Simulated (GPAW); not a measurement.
Runs of GPAW 26.7.0 on GaSb. Symmetry: I-4m2, No. 119, tetragonal system. The conventional cell has a = 5.507 Å, b = 5.507 Å, c = 3.181 Å, α = 90.00°, β = 90.00°, γ = 90.00°. Sb (site symmetry -4m2) has 4 Ga at 2.87 Å and 2 Sb at 3.18 Å as nearest neighbours. Ga (site symmetry -4m2) has 4 Sb at 2.87 Å and 2 Ga at 3.18 Å as nearest neighbours. Measurements of this composition are mostly on another form, of space group No. 216.

```tsv
level	potentials or basis	gap on the mesh (eV)	pressure (GPa)
PW91	PAW data sets generated in the run's folder for this functional, pw	none	0.0
revPBE	the program's PAW data sets (release 1.2.1) made for this functional, pw	none	1.0
vdW-DF-cx	GPAW PAW data sets (gpaw-data 1.2.1), pw	none	-
vdW-DF2	GPAW PAW data sets (gpaw-data 1.2.1), pw	none	-
PBE	GPAW PAW data sets (gpaw-data 1.2.1), pw	none	(a)
```

Alike in all rows: task single point; no spin polarisation; cell as given; k mesh 10 × 10 × 10; cutoff (eV) 600; smearing fermi-dirac 0.05 eV.

Question: Fill in the values left out.

Answer: (a) -0.1.

Caveats: the PAW data sets were made with another functional, which shifts forces and pressure a little (some runs).

A k mesh can miss the band edges, and the runs leave out spin-orbit coupling on Ga, Sb.

A gap of «none» marks a metal or a gap under the smearing width.
